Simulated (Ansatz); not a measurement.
A surface is cut from this relaxed crystal of SnSe:

```cif
data_structure
_symmetry_space_group_name_H-M 'P 1'
_symmetry_Int_Tables_number 1
_cell_length_a 4.2041
_cell_length_b 4.2041
_cell_length_c 4.2041
_cell_angle_alpha 60.000
_cell_angle_beta 60.000
_cell_angle_gamma 60.000
_cell_volume 52.54
loop_
_atom_site_label
_atom_site_type_symbol
_atom_site_fract_x
_atom_site_fract_y
_atom_site_fract_z
_atom_site_occupancy
Sn1 Sn 0.00000 0.00000 0.00000 1
Se1 Se 0.50000 0.50000 0.50000 1
```

Miller indices refer to the conventional cell of Fm-3m (No. 225), a = 5.946 Å, b = 5.946 Å, c = 5.946 Å, α = 90.00°, β = 90.00°, γ = 90.00°.

The (100) slab of 4 planes, 8.9 Å thick with 15 Å of vacuum as cut; outer planes SnSe (top) and SnSe (bottom).

The calculation used DFT PBEsol, scalar-relativistic, plane waves, PAW (Ansatz). Cutoff 420 eV; k points 6×6×1 on the computed 8-atom cell (Γ-centred); Gaussian smearing, width 0.05 eV; no spin polarisation. The cell repeats along c with a dipole correction in the vacuum.

The slab's middle planes relax by over 3 % too, so it holds no bulk-like region.

Results for the relaxed slab:

```json
{
  "Surface energy (mean of both faces)": "0.21 J/m²"
}
```

Relaxation lowers the energy by 0.100 J/m² a face; the largest move is 0.160 Å.

```json
{"plane (bottom to top)": "1", "atoms": "SnSe", "spacing to next, bulk (Å)": "2.973", "relaxed (Å)": "2.756", "change (%)": "-7.3", "rumpling (Å)": "0.049"}
{"plane (bottom to top)": "2", "atoms": "SnSe", "spacing to next, bulk (Å)": "2.973", "relaxed (Å)": "3.258", "change (%)": "+9.6", "rumpling (Å)": "0.034"}
{"plane (bottom to top)": "3", "atoms": "SnSe", "spacing to next, bulk (Å)": "2.973", "relaxed (Å)": "2.756", "change (%)": "-7.3", "rumpling (Å)": "0.034"}
{"plane (bottom to top)": "4", "atoms": "SnSe", "spacing to next, bulk (Å)": "", "relaxed (Å)": "", "change (%)": "", "rumpling (Å)": "0.049"}
```

The smearing is narrow for a metal on this mesh. Gaps are read on the k points sampled, so a band crossing between them can be missed.

The reference crystal is the rock-salt form of SnSe, which isn't its usual structure.